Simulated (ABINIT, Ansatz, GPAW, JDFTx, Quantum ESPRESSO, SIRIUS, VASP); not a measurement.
Si2W: programs and potentials compared

```
CELL_PARAMETERS angstrom
-1.60690 1.60690 3.91495
1.60690 -1.60690 3.91495
1.60690 1.60690 -3.91495
ATOMIC_POSITIONS crystal
W 0.00000 0.00000 0.00000
Si 0.66530 0.66530 0.00000
Si 0.33470 0.33470 0.00000
```

Alike in all runs: task single point; functional PBEsol; k mesh 12 × 12 × 12; occupations fermi-dirac, width 0.05 eV; no spin polarisation; no spin-orbit coupling. Pressure is positive in compression and, in plane waves, holds the error of the finite cutoff, which Ansatz's Pulay term estimates and takes out.

| program and potentials | plane-wave cutoff (eV) | notes | band gap (eV) | pressure (GPa) |
| --- | --- | --- | --- | --- |
| Ansatz, Ansatz PAW | 420 | potentials made for PBE, which Ansatz adapts in part | ? | ? |
| GPAW, PAW data sets generated for this functional | 600 | - | no gap | -1.26 |
| Quantum ESPRESSO, GBRV 1.5 PBEsol | 762 | - | no gap | -1.92 |
| VASP, PBE PAW files Si, W_sv, 520 eV | 520 | potentials made for PBE | no gap | -1.63 |
| ABINIT, PseudoDojo NC SR PBEsol v0.4.1 standard | 1007 | - | no gap | -1.96 |
| SIRIUS, PseudoDojo 0.4.1 PBEsol standard (scalar relativistic) | 1030 | - | no gap | -1.96 |
| Ansatz, all-electron LAPW, scalar-relativistic | - | - | no gap | -2.00 |
| JDFTx, PseudoDojo-SR-PBEsol-0.4.1-standard with smoothed tails | 1007 | - | no gap | -1.96 |

Q: Estimate from the other rows what the run with Ansatz, Ansatz PAW gave.

A: No band gap; pressure -1.97 GPa. Its pressure holds a Pulay term of +0.05 GPa. The other rows, which needn't bracket it: pressure -2.00 to -1.26.
